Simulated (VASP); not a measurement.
Wanted: the native input for a VASP 6.6.1 run.

| Quantity | Value |
| --- | --- |
| Task | single point |
| Functional | PBE |
| Potentials or basis | VASP PAW PBE potentials, release 64 (Ca_sv) |
| Cutoff | 520 eV |
| k mesh | 12 × 12 × 12 |
| Occupations | gaussian, width 0.1 eV |
| Spin | no spin polarisation |
| Dipole correction | no |
| Further INCAR settings | ALGO = Normal; EDIFF = 1e-06; NBANDS = 11 |

The structure of Ca lies in POSCAR:

```
Ca
1.0
    3.6187134484      0.1395462536      0.1395462536
    0.1395462536      3.6187134484      0.1395462536
    0.1395462536      0.1395462536      3.6187134484
Ca
1
Direct
    0.0000000000      0.0000000000      0.0000000000
```

This isn't the form of Ca at room conditions, which is fcc.

The cell isn't the ideal one: strained and moved within a subgroup.

These files were run (other wordings do the same):

INCAR

```
PREC = Accurate ; ENCUT = 520
EDIFF = 1E-6 ; ISMEAR = 0
SIGMA = 0.1 ; LREAL = False
LASPH = True ; NELM = 100
ALGO = Normal ; ISIF = 2
LWAVE = False ; LCHARG = False
GGA = PE ; NBANDS = 11
```

KPOINTS

```
Automatic mesh
0
Gamma
  12 12 12
```

Potentials or basis: VASP PAW PBE potentials, release 64 (Ca_sv).

Command:

```sh
$ cat potpaw_PBE.64/Ca_sv/POTCAR > POTCAR
$ mpirun -np 1 vasp_std > vasp.out
```

It gave:

| Item | Value |
| --- | --- |
| Pressure | -0.8 GPa |
| Band gap on the k mesh | none (metal or under the smearing width) |

Wall time 37 s on 1 thread of Intel(R) Xeon(R) Platinum 8488C (Sapphire Rapids) (shared host), peak memory 0.22 GiB.
